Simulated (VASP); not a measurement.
# MgSn2N2 (R-3m) in VASP: relaxation of cell and atoms with PBE

Aim: the relaxation of cell and atoms of MgSn2N2 with PBE.

All numbers are computed with VASP 6.6.1; they aren't measurements. Logs are shortened: lines on timing, memory, paths and dates and some standing lists are left out, and cuts for length are marked.

**1. The structure**

Symmetry: R-3m, No. 166, trigonal system. The conventional cell has a = 3.500 Å, b = 3.500 Å, c = 25.200 Å, α = 90.00°, β = 90.00°, γ = 120.00°. Mg (site symmetry -3m) has 6 N at 2.25 Å as nearest neighbours. Sn (site symmetry 3m) has 3 N at 2.23 Å as nearest neighbours. Around N (site symmetry 3m) lie 3 Sn at 2.23 Å and 3 Mg at 2.25 Å.

The cell was built by a generator and needn't be a form met in nature.

**2. Relaxation of cell and atoms, PBE**

INCAR reads:

```
PREC = Normal ; ENCUT = 520
EDIFF = 1E-4 ; ISMEAR = 0
SIGMA = 0.15 ; LREAL = F
LASPH = T ; NELM = 60
ALGO = Fast ; ISIF = 3
LWAVE = F ; LCHARG = F
GGA = PE ; IBRION = 2
NSW = 24 ; EDIFFG = -0.08
```

KPOINTS reads:

```
Automatic mesh
0
Gamma
  5 5 5
```

POSCAR reads:

```
MgSn2N2
1.0
    1.7500000000      1.0103629700      8.4000000000
   -1.7500000000      1.0103629700      8.4000000000
    0.0000000000     -2.0207259400      8.4000000000
Mg Sn N
1 2 2
Direct
    0.0000000000      0.0000000000      0.0000000000
    0.7440000000      0.7440000000      0.7440000000
    0.2560000000      0.2560000000      0.2560000000
    0.3730000000      0.3730000000      0.3730000000
    0.6270000000      0.6270000000      0.6270000000
```

Potentials or basis: VASP PAW PBE potentials, release 64 (Mg, Sn_d, N).

Launch:

```console
> cat potpaw_PBE.64/Mg/POTCAR potpaw_PBE.64/Sn_d/POTCAR potpaw_PBE.64/N/POTCAR > POTCAR
> mpirun -np 1 vasp_std > vasp.out
```

OUTCAR:

```text
PREC = Normal
   ENCUT = 520
   EDIFF = 1E-4
   ISMEAR = 0
   LREAL = F
   LASPH = T
   NELM = 60
   ISIF = 3
   GGA = PE
   IBRION = 2
   NSW = 24
   EDIFFG = -0.08

 ion  position               nearest neighbor table
   1  0.000  0.000  0.000-   5 2.25   4 2.25   5 2.25   5 2.25   4 2.25   4 2.25   3 2.81   2 2.81
                             3 2.81   2 2.81   3 2.81   2 2.81
   2  0.744  0.744  0.744-   4 2.23   4 2.23   4 2.23   1 2.81   1 2.81   1 2.81
   3  0.256  0.256  0.256-   5 2.23   5 2.23   5 2.23   1 2.81   1 2.81   1 2.81
   4  0.373  0.373  0.373-   2 2.23   2 2.23   2 2.23   1 2.25   1 2.25   1 2.25
   5  0.627  0.627  0.627-   3 2.23   3 2.23   3 2.23   1 2.25   1 2.25   1 2.25

  LATTYP: Found a trigonal (rhomboedric) cell.
 ALAT       =     8.6396373379
 COS(alpha) =     0.9179431073

  Lattice vectors:

 A1 = (   1.7500000000,   1.0103629700,   8.4000000000)
 A2 = (  -1.7500000000,   1.0103629700,   8.4000000000)
 A3 = (   0.0000000000,  -2.0207259400,   8.4000000000)

Analysis of symmetry for initial positions (statically):
=====================================================================
 Subroutine PRICEL returns:
 Original cell was already a primitive cell.

 Routine SETGRP: Setting up the symmetry group for a
 trigonal (rhombohedral) supercell.

 Subroutine GETGRP returns: Found 12 space group operations
 (whereof 12 operations were pure point group operations)
 out of a pool of 12 trial point group operations.

The static configuration has the point symmetry D_3d.

Analysis of symmetry for dynamics (positions and initial velocities):
=====================================================================
 Subroutine PRICEL returns:
 Original cell was already a primitive cell.

 Routine SETGRP: Setting up the symmetry group for a
 trigonal (rhombohedral) supercell.

 Subroutine GETGRP returns: Found 12 space group operations
 (whereof 12 operations were pure point group operations)
 out of a pool of 12 trial point group operations.

The dynamic configuration has the point symmetry D_3d.

 Subroutine INISYM returns: Found 12 space group operations
 (whereof 12 operations are pure point group operations),
 and found     1 'primitive' translations

----------------------------------------------------------------------------------------

                                     Primitive cell

  volume of cell :      89.1140

  direct lattice vectors                    reciprocal lattice vectors
     1.750000000  1.010362970  8.400000000     0.285714286  0.164957220  0.039682540
    -1.750000000  1.010362970  8.400000000    -0.285714286  0.164957220  0.039682540
     0.000000000 -2.020725940  8.400000000     0.000000000 -0.329914440  0.039682540
[... 109 lines left out ...]
   GGA     = PE    functional components
   LHFCALC =     F    Hartree Fock is set to
   AEXX    =    0.0000 exact exchange contribution
   IVDW    =     0    specifies the selected vdW correction
   LEPSILON=     F    determine dielectric tensor
   LRPA    =     F    only Hartree local field effects (RPA)
 conjugate gradient relaxation of ions
 non-spin polarized calculation
 RMM-DIIS sequential band-by-band and
 Gauss-broadening in eV      SIGMA  =   0.15
  energy-cutoff  :      520.00
  volume of cell :       89.11
 maximum number of plane-waves:      2455
   NGX = 33   NGY = 33   NGZ = 33

--------------------------------------- Ionic step        1  -------------------------------------------

 number of electron      39.9999997 magnetization

 Free energy of the ion-electron system (eV)
  ---------------------------------------------------
  ext. energy  EPLUGINS =         0.00000000
  ---------------------------------------------------
  free energy    TOTEN  =       -23.81453458 eV

  energy without entropy =      -23.81316186  energy(sigma->0) =      -23.81384822

------------------------ aborting loop because EDIFF is reached ----------------------------------------

  FORCE on cell =-STRESS in cart. coord.  units (eV):
  Direction    XX          YY          ZZ          XY          YZ          ZX
  --------------------------------------------------------------------------------------
  -------------------------------------------------------------------------------------
  Total        4.3925254      4.3925254     13.2858266      0.0000000     -0.0000000      0.0000000
  in kB       78.9730401     78.9730399    238.8653498      0.0000000     -0.0000000      0.0000000
  external PRESSURE =     132.2704766 kB  Pullay stress =       0.0000000 kB
[... 26 lines left out ...]
--------------------------------------- Ionic step        2  -------------------------------------------

 number of electron      39.9999987 magnetization

 E-fermi :   4.1964     XC(G=0):  -8.9821

 val. band max:        4.0148888432   @ k =   0.0000   0.0000   0.0000
 cond. band min:       4.2737172432   @ k =   0.0000   0.0000   0.0000
 fundamental gap:      0.2588284000
 Fermi energy:         4.1964058721

 k-point     1 :       0.0000    0.0000    0.0000
  band No.  band energies     occupation
      1     -17.1889      2.00000
      2     -17.1889      2.00000
      3     -17.1888      2.00000
      4     -17.1888      2.00000
      5     -17.1468      2.00000
      6     -17.1450      2.00000
[... 573 lines left out ...]
  FREE ENERGIE OF THE ION-ELECTRON SYSTEM (eV)
  ---------------------------------------------------
  free  energy   TOTEN  =       -25.1320474367 eV

  energy  without entropy=      -25.1309601038  energy(sigma->0) =      -25.13150377

[... ionic steps 4 to 10 ...]

--------------------------------------- Ionic step       11  -------------------------------------------

 number of electron      40.0000038 magnetization

------------------------ aborting loop because EDIFF is reached ----------------------------------------
[... 73 lines left out ...]
--------------------------------------- Ionic step       13  -------------------------------------------

 number of electron      40.0000047 magnetization

 Free energy of the ion-electron system (eV)
  ---------------------------------------------------
  ext. energy  EPLUGINS =         0.00000000
  ---------------------------------------------------
  free energy    TOTEN  =       -26.43597811 eV

  energy without entropy =      -26.43597811  energy(sigma->0) =      -26.43597811

 E-fermi :   5.5132     XC(G=0):  -9.6230

 val. band max:        4.8674272751   @ k =   0.2000  -0.0000  -0.0000
 cond. band min:       6.3777843722   @ k =  -0.2000   0.2000   0.2000
 fundamental gap:      1.5103570970
 Fermi energy:         5.5132040346

 k-point     1 :       0.0000    0.0000    0.0000
  band No.  band energies     occupation
      1     -15.7044      2.00000
      2     -15.7044      2.00000
      3     -15.7044      2.00000
      4     -15.7044      2.00000
      5     -15.6160      2.00000
      6     -15.6146      2.00000
[... 534 lines left out ...]
  FREE ENERGIE OF THE ION-ELECTRON SYSTEM (eV)
  ---------------------------------------------------
  free  energy   TOTEN  =       -26.4359781148 eV

  energy  without entropy=      -26.4359781148  energy(sigma->0) =      -26.43597811

 reached required accuracy - stopping structural energy minimisation
```

OSZICAR:

```text
N       E                     dE             d eps       ncg     rms          rms(c)
DAV:   1     0.383642419629E+03    0.38364E+03   -0.20926E+04   928   0.228E+03
DAV:   2     0.281238319443E+02   -0.35552E+03   -0.35027E+03   960   0.538E+02
DAV:   3    -0.265982486669E+02   -0.54722E+02   -0.53809E+02  1128   0.189E+02
[... 109 lines left out ...]
       N       E                     dE             d eps       ncg     rms          rms(c)
DAV:   1    -0.264355344526E+02   -0.92670E-03   -0.47576E-01  1064   0.444E+00    0.115E-01
RMM:   2    -0.264359777982E+02   -0.44335E-03   -0.73084E-03  1026   0.631E-01    0.468E-02
RMM:   3    -0.264359602289E+02    0.17569E-04   -0.11127E-03   942   0.288E-01    0.225E-02
RMM:   4    -0.264359781148E+02   -0.17886E-04   -0.38178E-04   827   0.152E-01
  13 F= -.26435978E+02 E0= -.26435978E+02  d E =-.146602E-02
```

CONTCAR:

```text
MgSn2N2
   1.00000000000000
     1.6253534397580520    0.9383982451329782   10.0596859714096407
    -1.6253534397580520    0.9383982451329782   10.0596859714096407
     0.0000000000000000   -1.8767964902659564   10.0596859714096407
  Mg              Sn              N
     1     2     2
Direct
     0.0000000000000000    0.0000000000000000    0.0000000000000000
     0.7529675198995542    0.7529675198995542    0.7529675198995542
     0.2470324801004458    0.2470324801004458    0.2470324801004458
     0.3762159545253292    0.3762159545253292    0.3762159545253292
     0.6237840454746707    0.6237840454746707    0.6237840454746707

  0.00000000E+00  0.00000000E+00  0.00000000E+00
  0.00000000E+00  0.00000000E+00  0.00000000E+00
  0.00000000E+00  0.00000000E+00  0.00000000E+00
  0.00000000E+00  0.00000000E+00  0.00000000E+00
  0.00000000E+00  0.00000000E+00  0.00000000E+00
```

Run time: 8.9 min. Hardware: 1 thread of Intel Xeon Platinum 8488C (Sapphire Rapids), shared host; peak memory 0.37 GiB.

Results:

| Item | Value |
| --- | --- |
| Free energy | -26.4360 eV |
| Relaxed volume | 18.41 Å³/atom |
| Relaxed cell | a = 10.233 Å, b = 10.233 Å, c = 10.233 Å, α = 18.28°, β = 18.28°, γ = 18.28° |
| Space group after relaxing (to 0.05 Å) | R-3m (No. 166) |
| Energy gained by relaxing | 524.3 meV/atom |
| Ionic steps | 13 |
| Pressure after relaxing | 0.1 GPa |
| Largest force after relaxing | 0.050 eV/Å |
| Band gap on the k mesh | 1.51 eV, indirect (least direct gap 1.76 eV) |

Forces in eV/Å, atoms in the order of the input:
```
Mg   0.000  0.000  0.000
Sn   0.000  0.000  0.017
Sn   0.000  0.000 -0.017
N    0.000  0.000  0.050
N    0.000  0.000 -0.050
```

Step by step:
```tsv
step	energy change (eV)	largest force (eV/Å)	pressure (GPa)	volume (Å³)
1	0.0000	4.2040	13.23	89.11
2	-1.0976	1.5374	-9.53	109.24
3	-1.3175	0.9645	-5.42	102.90
4	-2.1272	1.5880	-5.80	99.09
5	-2.2309	1.8554	-5.74	97.53
6	-2.5195	0.6208	5.98	86.91
7	-2.5787	0.6366	2.49	89.70
8	-2.5783	0.6777	1.61	89.93
9	-2.6184	0.1397	-0.46	91.89
10	-2.6182	0.1135	0.32	91.89
11	-2.6200	0.1564	-0.11	92.16
12	-2.6200	0.1509	-0.12	92.12
13	-2.6214	0.0503	0.06	92.06
```

Final structure:
```xyz
5
Lattice="1.6254 0.9384 10.0597 -1.6254 0.9384 10.0597 0.0000 -1.8768 10.0597" Properties=species:S:1:pos:R:3 pbc="T T T"
Mg    0.0000    0.0000    0.0000
Sn    0.0000    0.0000   22.7238
Sn    0.0000    0.0000    7.4552
N     0.0000    0.0000   11.3538
N     0.0000    0.0000   18.8252
```

Levels at points of the mesh, in eV from the valence-band top:
| k point | band 17 | band 18 | band 19 | band 20 | band 21 | band 22 | band 23 | band 24 |
| --- | --- | --- | --- | --- | --- | --- | --- | --- |
| (0.00, 0.00, 0.00) | -0.78 | -0.48 | -0.48 | -0.03 | 1.93 | 3.25 | 6.68 | 8.61 |

Caveat: spin-orbit coupling is left out, which moves the levels of the heavy elements; an odd mesh through Γ misses points on the zone boundary, where band edges often lie; the relaxation stopped at a loose force limit of 0.08 eV/Å, so its end isn't a converged minimum.
